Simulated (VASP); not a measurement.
# InSb (F-43m) in VASP: band structure with HF

Aim: the band structure of InSb with HF.

Everything below comes from runs of VASP 6.6.1. Logs are shortened: lines on timing, memory, paths and dates and some standing lists are left out, and cuts for length are marked.

## Step 1: The crystal as given

The structure is cubic, space group F-43m (No. 216). Conventional cell: a = 6.520 Å, b = 6.520 Å, c = 6.520 Å, α = 90.00°, β = 90.00°, γ = 90.00°. In (site symmetry -43m) is surrounded by 4 Sb at 2.82 Å. Around Sb (site symmetry -43m) lie 4 In at 2.82 Å.

## Step 2: Band structure, HF

Input file POSCAR:

```
InSb                                    
1.0
    0.0000000000      3.2601865224      3.2601865224
    3.2601865224      0.0000000000      3.2601865224
    3.2601865224      3.2601865224      0.0000000000
  In              Sb            
     1     1
Direct
     0.0000000000000000    0.0000000000000000    0.0000000000000000
     0.2500000000000000    0.2500000000000000    0.2500000000000000
```

Input file INCAR.step1:

```
SYSTEM = InSb
PREC = Accurate
ENCUT = 520
EDIFF = 1E-5
ISMEAR = 0
SIGMA = 0.02
LREAL = .False.
LASPH = .True.
NELM = 80
ALGO = Normal
ISIF = 2
LWAVE = .True.
LCHARG = .False.
NBANDS = 16
KPAR = 4
GGA = PE
```

Input file INCAR.step2:

```
SYSTEM = InSb
PREC = Accurate
ENCUT = 520
EDIFF = 1E-7
ISMEAR = 0
SIGMA = 0.02
LREAL = .False.
LASPH = .True.
NELM = 80
ALGO = Normal
ISIF = 2
LWAVE = .False.
LCHARG = .False.
GGA = PE
LHFCALC = .True.
AEXX = 1.0
ALDAC = 0.0
AGGAC = 0.0
PRECFOCK = Fast
HFRCUT = -1
NBANDS = 16
KPAR = 4
ISTART = 1
```

Input file KPOINTS:

```
Automatic mesh
0
Gamma
  6 6 6
  0 0 0
```

Input file KPOINTS_OPT:

```
path GXWKGLUWLK,UX
8
line-mode
reciprocal
 0.0000000000  0.0000000000  0.0000000000  G
 0.5000000000  0.0000000000  0.5000000000  X

 0.5000000000  0.0000000000  0.5000000000  X
 0.5000000000  0.2500000000  0.7500000000  W

 0.5000000000  0.2500000000  0.7500000000  W
 0.3750000000  0.3750000000  0.7500000000  K

 0.3750000000  0.3750000000  0.7500000000  K
 0.0000000000  0.0000000000  0.0000000000  G

 0.0000000000  0.0000000000  0.0000000000  G
 0.5000000000  0.5000000000  0.5000000000  L

 0.5000000000  0.5000000000  0.5000000000  L
 0.6250000000  0.2500000000  0.6250000000  U

 0.6250000000  0.2500000000  0.6250000000  U
 0.5000000000  0.2500000000  0.7500000000  W

 0.5000000000  0.2500000000  0.7500000000  W
 0.5000000000  0.5000000000  0.5000000000  L

 0.5000000000  0.5000000000  0.5000000000  L
 0.3750000000  0.3750000000  0.7500000000  K

 0.6250000000  0.2500000000  0.6250000000  U
 0.5000000000  0.0000000000  0.5000000000  X
```

Potentials or basis: VASP PAW PBE potentials, release 64 (In_d, Sb).

On the command line:

```console
> cat potpaw_PBE.64/In_d/POTCAR potpaw_PBE.64/Sb/POTCAR > POTCAR
> cp INCAR.step1 INCAR
> mpirun -np 4 vasp_std > vasp.out
> cp INCAR.step2 INCAR
> mpirun -np 4 vasp_std > vasp.out
```

OUTCAR:

```text
SYSTEM = InSb
   PREC = Accurate
   ENCUT = 520
   EDIFF = 1E-7
   ISMEAR = 0
   LREAL = .False.
   LASPH = .True.
   NELM = 80
   ISIF = 2
   GGA = PE
   LHFCALC = .True.
   AEXX = 1.0
   PRECFOCK = Fast
   ISTART = 1

 ion  position               nearest neighbor table
   1  0.000  0.000  0.000-   2 2.82   2 2.82   2 2.82   2 2.82
   2  0.250  0.250  0.250-   1 2.82   1 2.82   1 2.82   1 2.82

  LATTYP: Found a face centered cubic cell.
 ALAT       =     6.5203730448

  Lattice vectors:

 A1 = (   0.0000000000,   3.2601865224,   3.2601865224)
 A2 = (   3.2601865224,   0.0000000000,   3.2601865224)
 A3 = (   3.2601865224,   3.2601865224,   0.0000000000)

Analysis of symmetry for initial positions (statically):
=====================================================================
 Subroutine PRICEL returns:
 Original cell was already a primitive cell.

 Routine SETGRP: Setting up the symmetry group for a
 face centered cubic supercell.

 Subroutine GETGRP returns: Found 24 space group operations
 (whereof 24 operations were pure point group operations)
 out of a pool of 48 trial point group operations.

The static configuration has the point symmetry T_d .

Analysis of symmetry for dynamics (positions and initial velocities):
=====================================================================
 Subroutine PRICEL returns:
 Original cell was already a primitive cell.

 Routine SETGRP: Setting up the symmetry group for a
 face centered cubic supercell.

 Subroutine GETGRP returns: Found 24 space group operations
 (whereof 24 operations were pure point group operations)
 out of a pool of 48 trial point group operations.

The dynamic configuration has the point symmetry T_d .

 Subroutine INISYM returns: Found 24 space group operations
 (whereof 24 operations are pure point group operations),
 and found     1 'primitive' translations

----------------------------------------------------------------------------------------

                                     Primitive cell

  volume of cell :      69.3038

  direct lattice vectors                    reciprocal lattice vectors
     0.000000000  3.260186522  3.260186522    -0.153365458  0.153365458  0.153365458
     3.260186522  0.000000000  3.260186522     0.153365458 -0.153365458  0.153365458
     3.260186522  3.260186522  0.000000000     0.153365458  0.153365458 -0.153365458

  length of vectors
     4.610599996  4.610599996  4.610599996     0.265636766  0.265636766  0.265636766

  position of ions in fractional coordinates (direct lattice)
     0.000000000  0.000000000  0.000000000
     0.250000000  0.250000000  0.250000000

  ion indices of the primitive-cell ions
   primitive index   ion index
                 1           1
                 2           2

----------------------------------------------------------------------------------------

 KPOINTS: Automatic mesh

Automatic generation of k-mesh.
 Grid dimensions read from file:
 generate k-points for:    6    6    6

 Generating k-lattice:

  Cartesian coordinates                     Fractional coordinates (reciprocal lattice)
    -0.025560910  0.025560910  0.025560910     0.166666667  0.000000000  0.000000000
     0.025560910 -0.025560910  0.025560910     0.000000000  0.166666667  0.000000000
     0.025560910  0.025560910 -0.025560910     0.000000000  0.000000000  0.166666667

  Length of vectors
     0.044272794  0.044272794  0.044272794

  Shift w.r.t. Gamma in fractional coordinates (k-lattice)
     0.000000000  0.000000000  0.000000000

 Subroutine IBZKPT returns following result:
 ===========================================

 Found     16 irreducible k-points:

 Following reciprocal coordinates:
            Coordinates               Weight
  0.000000  0.000000  0.000000      1.000000
  0.166667  0.000000  0.000000      8.000000
  0.333333  0.000000  0.000000      8.000000
  0.500000  0.000000  0.000000      4.000000
  0.166667  0.166667  0.000000      6.000000
  0.333333  0.166667  0.000000     24.000000
[... 8 lines left out ...]
 -0.333333  0.333333  0.166667     24.000000
 -0.333333  0.500000  0.166667     12.000000
   k-points           NKPTS =     16   k-points in BZ     NKDIM =    216   number of bands    NBANDS=     16
   number of dos      NEDOS =    301   number of ions     NIONS =      2
   total plane-waves  NPLWV =  46656
   dimension x,y,z NGX =    36 NGY =   36 NGZ =   36
   dimension x,y,z NGXF=    72 NGYF=   72 NGZF=   72
   ions per type =               1   1
   NGX,Y,Z   is equivalent  to a cutoff of  12.98, 12.98, 12.98 a.u.
   NGXF,Y,Z  is equivalent  to a cutoff of  25.96, 25.96, 25.96 a.u.
 SYSTEM =  InSb
   PREC   = accura    normal or accurate (medium, high low for compatibility)
   ISTART =      1    job   : 0-new  1-cont  2-samecut
   ICHARG =      0    charge: 1-file 2-atom 10-const
   ISPIN  =      1    spin polarized calculation?
   LNONCOLLINEAR =      F non collinear calculations
   LSORBIT =      F    spin-orbit coupling
   LASPH  =      T    aspherical Exc in radial PAW
   ENCUT  =  520.0 eV  38.22 Ry    6.18 a.u.   8.57  8.57  8.57*2*pi/ulx,y,z
   NELM   =     80;   NELMIN=  2; NELMDL=  0     # of ELM steps
   EDIFF  = 0.1E-06   stopping-criterion for ELM
   LREAL  =      F    real-space projection
   EDIFFG = 0.1E-05   stopping-criterion for IOM
   NSW    =      0    number of steps for IOM
   IBRION =     -1    ionic relax: 0-MD 1-quasi-New 2-CG
   NFREE  =      0    steps in history (QN), initial steepest desc. (CG)
   ISIF   =      2    stress and relaxation
   ISYM   =      3    0-nonsym 1-usesym 2-fastsym
   POTIM  = 0.5000    time-step for ionic-motion
   TEBEG  =    0.0;   TEEND  =   0.0 temperature during run
   PSTRESS=    0.0 pullay stress
   NELECT =      18.0000    total number of electrons
   NUPDOWN=      -1.0000    fix difference up-down
   EMIN   =  10.00;   EMAX   =-10.00  energy-range for DOS
   EFERMI =   0.00;   METHOD = LEGACY
   ISMEAR =     0;   SIGMA  =   0.02  broadening in eV -4-tet -1-fermi 0-gaus
   EFERMI_NEDOS =   21; number of points for ismear=-14 and -15
   IALGO  =     38    algorithm
   IMIX   =      1    mixing-type and parameters
     AMIX     =   0.40;   BMIX     =  1.00
     AMIX_MAG =   1.60;   BMIX_MAG =  1.00
  volume/ion in A,a.u.               =      34.65       233.84
  Fermi-wavevector in a.u.,A,eV,Ry     =   1.044511  1.973840 14.844014  1.091004
  Thomas-Fermi vector in A             =   2.179267
   LORBIT       =      0    0 simple, 1 ext, 2 COOP (PROOUT), +10 PAW based schemes
   GGA     = PE    functional components
   LHFCALC =     T    Hartree Fock is set to
   PRECFOCK=fast      Normal, Fast or Accurate (Low or Medium for compatibility)
   ENCUT4O =  -1.0   cutoff for four orbital integrals eV
   NKREDX  =     1    reduce k-point grid by
   NKREDY  =     1    reduce k-point grid by
   NKREDZ  =     1    reduce k-point grid by
   AEXX    =    1.0000 exact exchange contribution
   HFSCREEN=    0.0000 screening length (either q_TF or 0.3 A-1)
   HFSCREENC=   0.0000 screening length for correlation (either q_TF or 0.3 A-1)
   ENCUTFOCK=  -1.0 apply spherical cutoff to Coloumb kernel
   IVDW    =     0    specifies the selected vdW correction
   LEPSILON=     F    determine dielectric tensor
   LRPA    =     F    only Hartree local field effects (RPA)
 non-spin polarized calculation
 Gauss-broadening in eV      SIGMA  =   0.02
  energy-cutoff  :      520.00
  volume of cell :       69.30
 maximum number of plane-waves:      1892
 NGX is ok and might be reduce to    36
  NGX = 20; NGY = 20; NGZ = 20

 number of electron      17.9999994 magnetization

 Free energy of the ion-electron system (eV)
  ---------------------------------------------------
  ext. energy  EPLUGINS =         0.00000000
  ---------------------------------------------------
  free energy    TOTEN  =       -41.21651513 eV

  energy without entropy =      -41.21651513  energy(sigma->0) =      -41.21651513

 E-fermi :  -1.3623     XC(G=0):   0.0000

 val. band max:       -1.5176253001   @ k =   0.0000   0.0000   0.0000
 cond. band min:       8.5663837851   @ k =   0.5000   0.5000   0.0000
 fundamental gap:     10.0840090852
 Fermi energy:        -1.3623096171

 k-point     1 :       0.0000    0.0000    0.0000
  band No.  band energies     occupation
      1     -20.6228      2.00000
      2     -20.6228      2.00000
      3     -20.6228      2.00000
      4     -20.5223      2.00000
      5     -20.5223      2.00000
      6      -9.2381      2.00000
[... 8 lines left out ...]
     15      17.8496      0.00000
     16      17.8496      0.00000

 k-point     2 :       0.1667    0.0000    0.0000
  band No.  band energies     occupation
      1     -20.6179      2.00000
      2     -20.6171      2.00000
      3     -20.6171      2.00000
      4     -20.5229      2.00000
      5     -20.5229      2.00000
      6      -8.9319      2.00000
[... 8 lines left out ...]
     15      16.6990      0.00000
     16      16.6990      0.00000

 k-point     3 :       0.3333    0.0000    0.0000
  band No.  band energies     occupation
      1     -20.6078      2.00000
      2     -20.6065      2.00000
      3     -20.6065      2.00000
      4     -20.5229      2.00000
      5     -20.5229      2.00000
      6      -8.0496      2.00000
[... 8 lines left out ...]
     15      17.0352      0.00000
     16      17.0352      0.00000

 k-point     4 :       0.5000    0.0000    0.0000
  band No.  band energies     occupation
      1     -20.6028      2.00000
      2     -20.6018      2.00000
      3     -20.6018      2.00000
      4     -20.5224      2.00000
      5     -20.5224      2.00000
      6      -7.1707      2.00000
[... 8 lines left out ...]
     15      18.1845      0.00000
     16      18.1845      0.00000

 k-point     5 :       0.1667    0.1667    0.0000
  band No.  band energies     occupation
      1     -20.6235      2.00000
      2     -20.6112      2.00000
      3     -20.6112      2.00000
      4     -20.5258      2.00000
      5     -20.5209      2.00000
      6      -8.8298      2.00000
[... 8 lines left out ...]
     15      16.5959      0.00000
     16      18.7070      0.00000

 k-point     6 :       0.3333    0.1667    0.0000
  band No.  band energies     occupation
      1     -20.6185      2.00000
      2     -20.6001      2.00000
      3     -20.5997      2.00000
      4     -20.5283      2.00000
      5     -20.5202      2.00000
      6      -8.1341      2.00000
[... 8 lines left out ...]
     15      17.5670      0.00000
     16      18.3233      0.00000
[... 115 lines left out ...]
 k-point    13 :       0.5000    0.5000    0.0000
  band No.  band energies     occupation
      1     -20.6216      2.00000
      2     -20.5758      2.00000
      3     -20.5758      2.00000
      4     -20.5408      2.00000
      5     -20.5163      2.00000
      6      -6.2916      2.00000
[... 8 lines left out ...]
     15      20.8653      0.00000
     16      20.8653      0.00000

 k-point    14 :       0.5000    0.3333    0.1667
  band No.  band energies     occupation
      1     -20.6143      2.00000
      2     -20.5924      2.00000
      3     -20.5884      2.00000
      4     -20.5303      2.00000
      5     -20.5204      2.00000
      6      -7.3049      2.00000
[... 8 lines left out ...]
     15      18.4037      0.00000
     16      19.0422      0.00000

 k-point    15 :      -0.3333    0.3333    0.1667
  band No.  band energies     occupation
      1     -20.6099      2.00000
      2     -20.5903      2.00000
      3     -20.5838      2.00000
      4     -20.5291      2.00000
      5     -20.5223      2.00000
      6      -6.5096      2.00000
[... 8 lines left out ...]
     15      18.0799      0.00000
     16      19.1926      0.00000

 k-point    16 :      -0.3333    0.5000    0.1667
  band No.  band energies     occupation
      1     -20.6141      2.00000
      2     -20.5835      2.00000
      3     -20.5784      2.00000
      4     -20.5342      2.00000
      5     -20.5200      2.00000
      6      -6.1456      2.00000
[... 8 lines left out ...]
     15      18.7621      0.00000
     16      19.7252      0.00000

------------------------ aborting loop because EDIFF is reached ----------------------------------------

  FORCE on cell =-STRESS in cart. coord.  units (eV):
  Direction    XX          YY          ZZ          XY          YZ          ZX
  --------------------------------------------------------------------------------------
  -------------------------------------------------------------------------------------
  Total       -7.5673513     -7.5673513     -7.5673513     -0.0000000     -0.0000000      0.0000000
  in kB     -174.9432284   -174.9432284   -174.9432284     -0.0000000     -0.0000000      0.0000000
  external PRESSURE =    -174.9432284 kB  Pullay stress =       0.0000000 kB

 VOLUME and BASIS-vectors are now :
 -----------------------------------------------------------------------------
  energy-cutoff  :      520.00
  volume of cell :       69.30
      direct lattice vectors                 reciprocal lattice vectors
     0.000000000  3.260186522  3.260186522    -0.153365458  0.153365458  0.153365458
     3.260186522  0.000000000  3.260186522     0.153365458 -0.153365458  0.153365458
     3.260186522  3.260186522  0.000000000     0.153365458  0.153365458 -0.153365458

 POSITION                                       TOTAL-FORCE (eV/Angst)
 -----------------------------------------------------------------------------------
      0.00000      0.00000      0.00000         0.000000      0.000000      0.000000
      1.63009      1.63009      1.63009        -0.000000     -0.000000     -0.000000
 -----------------------------------------------------------------------------------
    total drift:                                0.000069     -0.000015      0.000021

  FREE ENERGIE OF THE ION-ELECTRON SYSTEM (eV)
  ---------------------------------------------------
  free  energy   TOTEN  =       -41.2165151293 eV

  energy  without entropy=      -41.2165151293  energy(sigma->0) =      -41.21651513
```

Run time: 82 min. Hardware: 4 MPI ranks of Intel Xeon Platinum 8259CL at 2.50GHz (Skylake/Cascade Lake), shared host; peak memory 0.32 GiB.

Results:

```
Free energy             : -41.2165 eV
Pressure                : -17.5 GPa
Band gap on the k mesh  : 10.08 eV, indirect (least direct gap 11.55 eV)
Band gap along the path : 10.08 eV, indirect (least direct gap 11.54 eV)
```

Levels at the corners of the path, in eV from the valence-band top:
```
point  band 6  band 7  band 8  band 9  band 10  band 11  band 12  band 13
    Γ   -7.72    0.00    0.00    0.00    13.00    13.21    13.21    13.21
    X   -4.77   -3.55   -1.64   -1.64    10.08    11.50    16.16    16.78
    X   -4.77   -3.55   -1.64   -1.64    10.08    11.50    16.16    16.78
    W   -4.57   -3.44   -2.10   -1.83    11.17    12.21    15.38    15.79
    W   -4.57   -3.44   -2.10   -1.83    11.17    12.21    15.38    15.79
    K   -4.75   -3.44   -2.24   -1.34    10.79    12.18    15.71    15.81
    K   -4.75   -3.44   -2.24   -1.34    10.79    12.18    15.71    15.81
    Γ   -7.72    0.00    0.00    0.00    13.00    13.21    13.21    13.21
    Γ   -7.72    0.00    0.00    0.00    13.00    13.21    13.21    13.21
    L   -5.65   -3.79   -0.66   -0.66    11.30    13.80    13.80    14.30
    L   -5.65   -3.79   -0.66   -0.66    11.30    13.80    13.80    14.30
    U   -4.75   -3.44   -2.24   -1.34    10.79    12.18    15.71    15.81
    U   -4.75   -3.44   -2.24   -1.34    10.79    12.18    15.71    15.81
    W   -4.57   -3.44   -2.10   -1.83    11.17    12.21    15.38    15.79
    W   -4.57   -3.44   -2.10   -1.83    11.17    12.21    15.38    15.79
    L   -5.65   -3.79   -0.66   -0.66    11.30    13.80    13.80    14.30
    L   -5.65   -3.79   -0.66   -0.66    11.30    13.80    13.80    14.30
    K   -4.75   -3.44   -2.24   -1.34    10.79    12.18    15.71    15.81
    U   -4.75   -3.44   -2.24   -1.34    10.79    12.18    15.71    15.81
    X   -4.77   -3.55   -1.64   -1.64    10.08    11.50    16.16    16.78
```

Caveat: so large a pressure means that the cell lies far from this level's equilibrium, or that cutoff or potentials fall short; the potentials were made for another functional, which shifts forces and pressure; spin-orbit coupling is left out, which moves the levels of the heavy elements.
